## Question

The table lists electron levels of gallium nitride in the cubic zincblende form, where each atom has four neighbours of the other kind. They come from a density-functional calculation with the semilocal functional PBEsol and the program exciting (release sodium). A level point is a wave vector: it fixes how the phase of an electron wave changes from cell to cell, and point a and point b are its coordinates (the third is zero). The levels under 1 to 3 are filled, those over 1 and 2 are empty, and zero is the top of the filled levels.

Point 1 is Γ, where all cells are in phase. Points 2 and 3 lie on the line from Γ to L, points 5 and 7 on the line from Γ to X. Points 4 and 6 lie on neither line.

Electron levels of zincblende GaN (primitive cell edge 3.187 Å), calculated with exciting (release sodium) using PBEsol and all-electron LAPW+lo, without spin polarisation or spin–orbit coupling, on a 7×7×7 k mesh with rgkmax 6.5. Energies are counted from the valence top, and the third coordinate of every level point is 0.

| point a (reciprocal cell vector) | point b (reciprocal cell vector) | level point (row) | level under 3 (eV) | level under 2 (eV) | level under 1 (eV) | level over 1 (eV) | level over 2 (eV) |
| --- | --- | --- | --- | --- | --- | --- | --- |
| 0.0000 | 0.0000 | 1 | 0.000 | 0.000 | 0.000 | 1.675 | 10.205 |
| 0.1429 | 0.0000 | 2 | -1.861 | -0.205 | -0.205 | 3.034 | 9.347 |
| 0.2857 | 0.0000 | 3 | -4.555 | -0.627 | -0.627 | 4.214 | 8.588 |
| 0.5714 | 0.1429 | 4 | -6.776 | -2.194 | -1.224 | 5.641 | 7.604 |
| 0.2857 | 0.2857 | 5 | -3.988 | -1.791 | -1.791 | 4.449 | 7.074 |
| 0.4286 | 0.2857 | 6 | -5.286 | -2.734 | -2.134 | 4.588 | 7.271 |
| 0.4286 | 0.4286 | 7 | -5.839 | -2.613 | -2.613 | 3.417 | 6.638 |

(a) Three filled levels meet at Γ. Why does one of them fall so much faster than the other two?

(b) The table gives the distance between level under 3 and level over 1 at point 3. How well can a simple model reproduce it from the levels of points 1 and 2 alone?

(c) Why does the lowest empty level rise from Γ and then come down again towards X?

(d) Why do the upper two filled levels fall more towards X than towards L, and why do they differ at points 4 and 6?

## Model answer

**(a)** By standard band theory (the run itself gives no orbital projections), the three levels at Γ are mainly nitrogen 2p states, and the lowest empty level there has mainly s character, with a large share of gallium 4s. At Γ the gallium s orbitals around a nitrogen atom all have the same sign. A nitrogen p orbital turns its positive lobe to some of them and its negative lobe to the others, so the overlaps cancel and the two kinds of state cannot mix.

Away from Γ the four neighbours are no longer in phase, and the cancellation is lost. On the two lines this helps only the p orbital that points along the wave vector. It mixes with gallium s, and the two levels repel: the filled one is pushed down, the empty one up. The other two p orbitals still find no s partner. From point 1 to point 2 the single level falls by 1.861 eV, the pair by only 0.205 eV. End-on overlap between p orbitals on neighbouring nitrogen atoms is expected to add to this fall. It would not push the empty level up, however, and it would give a fall proportional to the phase mismatch $S$ of (b). In the table the fall per unit of $S$ drops from 13.2 eV at point 2 to 9.9 eV at point 3, as expected for repulsion by a level that starts close by.

**(b)** The strength of the mixing depends on how far the four neighbours are out of phase. A measure of this is

$$S = 1-\left|\frac{2+e^{2\pi i a}+e^{2\pi i b}}{4}\right|^2 ,$$

with $a$ and $b$ for point a and point b. The fraction is the average phase factor of the four bonds. What is in phase serves s orbitals on nitrogen; the rest, $S$, is open to its p orbitals. $S$ is 0 at Γ, 3/4 at L and 1 at X.

Two levels that start a gap $E_0$ apart and repel through a coupling whose square is proportional to $S$ have the separation

$$D=\sqrt{E_0^2+C\,S}.$$

Point 1 gives $E_0=1.675$ eV. At point 2, $D=3.034+1.861=4.895$ eV and $S=0.141$, hence $C=(4.895^2-1.675^2)/0.141\approx150$ eV². At point 3, $S=0.458$, so

$$D\approx\sqrt{2.8+150\times0.458}\approx8.5\ \text{eV}.$$

The calculation has $4.214+4.555=8.769$ eV. The estimate is about 4 % too small, at a point that took no part in setting $C$.

**(c)** The lowest empty level does not keep its character on the way to X. The s state rises because the filled p level repels it, while a higher empty state, mainly gallium p at Γ, comes down. On this line the two have the same symmetry, so they avoid crossing and exchange character. Near X the lowest empty level is, by standard band theory, a mixture of nitrogen s and gallium p, and the repelled partner of the fallen level has become the second empty one.

The separations agree with this exchange. At point 7 the model of (b) gives 12.0 eV, far above the 9.3 eV to the lowest empty level but close to the 12.5 eV to the second. At point 5 the model value lies between the two separations; the energies alone do not show how far the exchange has gone there.

**(d)** The pair has no s partner on the lines, but it can mix with the empty gallium p orbitals above it, which push it down. End-on and side-on overlap of p orbitals contribute with opposite signs, and at Γ they partly cancel. The phase changes undo this cancellation, more thoroughly towards X than towards L. Direct overlap between nitrogen p orbitals on neighbouring nitrogen atoms is expected to lower the pair in the same pattern, and the table cannot separate the two contributions.

At points 4 and 6 only a mirror plane is left of the symmetry. It sorts states into even and odd ones but makes no two of them equal. The pair therefore splits, by 0.97 eV at point 4 and 0.60 eV at point 6.

## Remarks on the reasoning

The direction of the wave vector matters as well as its length. Points 4 and 7 are equally far from Γ, yet the lowest empty level lies at 5.641 eV in one and 3.417 eV in the other. A coupling that simply grew in proportion to the distance from Γ would give both the same separation, and one much too large. The bond phases set a ceiling, because four neighbours cannot be more than completely out of phase.

The two-level model is best near Γ and along the line to L. For the lowest empty level it is 15 % too large at point 5 and 30 % at point 7, for the reason in (c), and 14 % too large at point 6, which lies near the line to X and where a similar exchange is likely. The model describes the separation only: pure repulsion of two levels would keep their midpoint fixed, but it sinks by 1.0 eV from point 1 to point 3, so more is at work. Nitrogen–nitrogen overlap, which lowers the filled level alone, and the fading repulsion of the empty s level by nitrogen s are both expected to pull the midpoint down. At point 4 the model separation is 10 % too small. Gallium p orbitals or nitrogen–nitrogen overlap, which the model leaves out, may push the fallen level down further there, but this is a guess.

The answer to (d) can be held against one ratio. Per unit of $S$, the pair falls 2.0 times as much on the way to X (mean of points 5 and 7) as on the way to L (mean of points 2 and 3). Second-order theory for the p–p coupling gives 1.8 to 2.0 if the side-on coupling is 0.2 to 0.3 of the end-on one in size, a rough range assumed here. The agreement is compatible with the picture but does not single it out. Second order is rough here, since a fall of 2.613 eV is not small beside the 10.205 eV to the empty p level, and a full two-level treatment is expected to lower the ratio. Nitrogen–nitrogen overlap is expected to give a ratio of similar size, and repulsion by the filled gallium 3d shell also changes with the bond phases.

The shapes of the levels also set how heavy the carriers are. A level that curves strongly at Γ means light carriers and a flat one heavy carriers, so electrons at Γ are light and most holes are heavy. The formula in (b) also shows that the closer the two repelling levels are at Γ, the more strongly they curve there, so a gap that is too small tends to make the electrons too light. The gap of 1.675 eV itself is only about half the measured one, a known failing of semilocal functionals, and should not be used to predict the colour of absorbed or emitted light.
